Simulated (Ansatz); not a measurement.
The system is FePt (Tetraferroplatinum).

```
Pt Fe
1.0
     2.72350    0.00000    0.00000
     0.00000    2.72350    0.00000
     0.00000    0.00000    3.72000
Pt Fe
1 1
Direct
  0.50000 0.50000 0.50000
  0.00000 0.00000 0.00000
```

Base run:

```yaml
Program: Ansatz 0.2.0
Functional: PBE
Potentials_or_basis: Ansatz PAW
Cutoff: "420 eV (not typed: the program's choice for these potentials)"
k_mesh: 8 × 8 × 6
Occupations: fermi-dirac, width 0.05 eV
Spin: collinear spin, ferromagnetic start
Starting_moments: "[0.0, 3.0] μB"
Fixed_moment: 3 μB
```

Its results: pressure 1.1 GPa; site moments Pt +0.29; Fe +2.78 μB.

Task: The run is repeated on the same cell with these changes: fixed moment from 3 μB to 0.8 μB; moments at the start from [0.0, 3.0] to [0.0, 0.8]. What comes out?

Result: Pressure -11.2 GPa; site moments Pt -0.01; Fe +0.84 μB.

Caveats: the total moment is fixed, so each spin has its own Fermi level; the thresholds are loose for stress.
